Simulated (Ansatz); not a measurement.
Sb2Te3 (Bi2Te3 type, space group R-3m)

```
CELL_PARAMETERS angstrom
      2.13805     1.23440     9.94161
     -2.13805     1.23440     9.94161
      0.00000    -2.46881     9.94161
ATOMIC_POSITIONS crystal
  Sb 0.39906 0.39906 0.39906
  Sb 0.60094 0.60094 0.60094
  Te 0.00000 0.00000 0.00000
  Te 0.21017 0.21017 0.21017
  Te 0.78983 0.78983 0.78983
```

In this cell atom 5 (Te, nearest neighbour Sb at 3.005 Å; its periodic images, 4.3 Å or more away, move with it) is moved by s along Cartesian z, unit vector (0.000, 0.000, 1.000); all other atoms and the cell stay fixed.

Computed with PBE-D3(BJ) (plane waves to 420 eV, PAW, scalar-relativistic; Ansatz, an electronic-structure program). k mesh 7×7×7 (Γ-centred), Fermi-Dirac smearing 0.05 eV. The energy includes the smearing's −TS. As the smearing reaches across the gap at some points, energies and forces of such displacements shift with the k mesh and the smearing. Sb2Te3 was relaxed with its symmetry unable to fall. Spin-orbit coupling is left out, though Sb and Te are heavy. ΔE is measured from the undisplaced structure. The last digit holds for this mesh only.

```tsv
s (Å)	ΔE (meV/cell)
-0.600	1069.9
-0.480	691.4
-0.360	389.3
-0.240	withheld
-0.120	42.0
0.000	0.0
0.120	39.3
0.240	148.5
0.360	310.3
0.480	505.5
0.600	716.4
```

Question: Fit a polynomial form (powers 2, 3, 4) to the given rows and predict ΔE at s = -0.240.

Answer: Least squares on the 10 given rows: ΔE = (2816)·s² + (-823.6)·s³ + (-931.6)·s⁴, in meV/cell with s in Å; root-mean-square residual 1.22 meV/cell. At -0.240 the fit gives 170.5 meV/cell; the calculation gives 171.5 meV/cell, so the interpolation is off by -1.0 (-0.6 %). The quadratic term alone would give 162.2 meV/cell.

(A displaced cell: forces are minus the slopes of the energy, force constants its curvatures, and phonons follow from these.)
